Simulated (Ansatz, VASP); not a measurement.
**One calculation of ZrB2, two programs**

The input INCAR:

```
ALGO     = Normal         # electronic algorithm
EDIFF    = 1E-7           # SCF threshold, eV
ENCUT    = 520            # plane-wave cutoff, eV
GGA      = PE             # functional
ISIF     = 2              # what is computed and relaxed
ISMEAR   = -1             # smearing method
LASPH    = True           # aspherical terms in the spheres
LCHARG   = False          # write CHGCAR
LREAL    = False          # projectors in reciprocal space
LWAVE    = False          # write WAVECAR
NBANDS   = 16             # bands
NELM     = 60             # most SCF steps
PREC     = Accurate       # precision mode
SIGMA    = 0.05           # smearing width, eV
```

Contents of KPOINTS:

```
k-points
0
Gamma
  10 10 8
```

File POSCAR:

```
ZrB2
1.0
    3.1487241912      0.0000000000      0.0000000000
   -1.5743620956      2.7268751391      0.0000000000
    0.0000000000      0.0000000000      3.5092878761
Zr B
1 2
Direct
    0.0000000000      0.0000000000      0.0000000000
    0.6666666667      0.3333333333      0.5000000000
    0.3333333333      0.6666666667      0.5000000000
```

File input.yaml:

```yaml
crystal:
  lattice:
    - [3.1487241912, 0.0, 0.0]
    - [-1.5743620956, 2.7268751391, 0.0]
    - [0.0, 0.0, 3.5092878761]
  atoms:
    - { symbol: Zr, position: [0.0, 0.0, 0.0] }
    - { symbol: B, position: [0.6666666667, 0.3333333333, 0.5] }
    - { symbol: B, position: [0.3333333333, 0.6666666667, 0.5] }
hamiltonian:
  xc: pbe
  pseudopotentials: { kind: paw }
kpoints:
  mp_grid: { grid: [10, 10, 8] }
scf:
  occupations: { method: fermi_dirac, width: 0.05 }
output:
  forces: true
  stress: true
  eigenvalues: true
  write_density: true
  write_potential: true
  elf: true
  volumetric_format: npy
```

Change from the starting cell: volume scaled by 0.98.

Alike in both runs: task single point; functional PBE; k mesh 10 × 10 × 8; occupations fermi-dirac, width 0.05 eV; no spin polarisation.

```csv
,VASP,Ansatz
version,VASP 6.6.1,Ansatz 0.2.0
potentials or method,"VASP PAW PBE potentials, release 64 (Zr_sv, B)",Ansatz PAW
plane-wave cutoff (eV),520,420
valence electrons in the cell,18,18
```

|  | VASP | Ansatz | Ansatz less VASP |
| --- | --- | --- | --- |
| gap on the k mesh at the Fermi level (eV) | none | none | - |
| pressure (GPa) | 6.0 | 5.9 | -0.16 |
| largest component of the traceless stress (GPa) | 0.52 | 0.47 | -0.045 |

A gap of «none» marks a metal or a gap that the smearing closes.
